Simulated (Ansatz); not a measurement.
Write the native input for Ansatz 0.2.0 that does the following.

```
Task                : density of states
Functional          : LDA
Potentials or basis : Ansatz PAW
Cutoff              : 420 eV (not typed: the program's choice for these potentials)
k mesh              : 8 × 8 × 8
Occupations         : fermi-dirac, width 0.05 eV
Spin                : no spin polarisation
```

Crystal: GaSb.

```
Sb Ga
1.0
     0.00000    3.05900    3.05900
     3.05900    0.00000    3.05900
     3.05900    3.05900    0.00000
Sb Ga
1 1
Direct
  0.75000 0.75000 0.75000
  0.00000 0.00000 0.00000
```

One way to write it, as run:

input.yaml

```yaml
crystal:
  lattice:
    - [0.0, 3.059, 3.059]
    - [3.059, 0.0, 3.059]
    - [3.059, 3.059, 0.0]
  atoms:
    - { symbol: Sb, position: [0.75, 0.75, 0.75] }
    - { symbol: Ga, position: [0.0, 0.0, 0.0] }
hamiltonian:
  xc: lda
  pseudopotentials: { kind: paw }
kpoints:
  mp_grid: { grid: [8, 8, 8] }
scf:
  occupations: { method: fermi_dirac, width: 0.05 }
  n_extra_bands: 6
output:
  forces: true
  stress: true
  eigenvalues: true
  dos: { projected: false, de: 0.05, nscf_kmesh: { grid: [12, 12, 12] } }
  write_density: true
  write_potential: true
  elf: true
  volumetric_format: npy
```

Potentials or basis: Ansatz PAW.

The run is started by

```bash
$ ansatz run input.yaml --threads 2 --pin off --max-ram 5120MiB --backend cpu --events-out ev --progress --plain --runs-dir out
```

Results of the run:

The pressure is -1.7 GPa, the band gap on the k mesh is none (metal or under the smearing width) and the density of states at the Fermi level is 0.00 states/eV per cell.

Caveat: the PAW data sets come from PBE, with cores solved anew for the run's functional, which leaves a small shift of forces and pressure; this crystal is a semiconductor, whose small gap the functional closes, so the metal is an error of the method.

Run time: 4.2 s on 2 threads of Arm Neoverse V1 (shared host), peak memory 0.34 GiB.
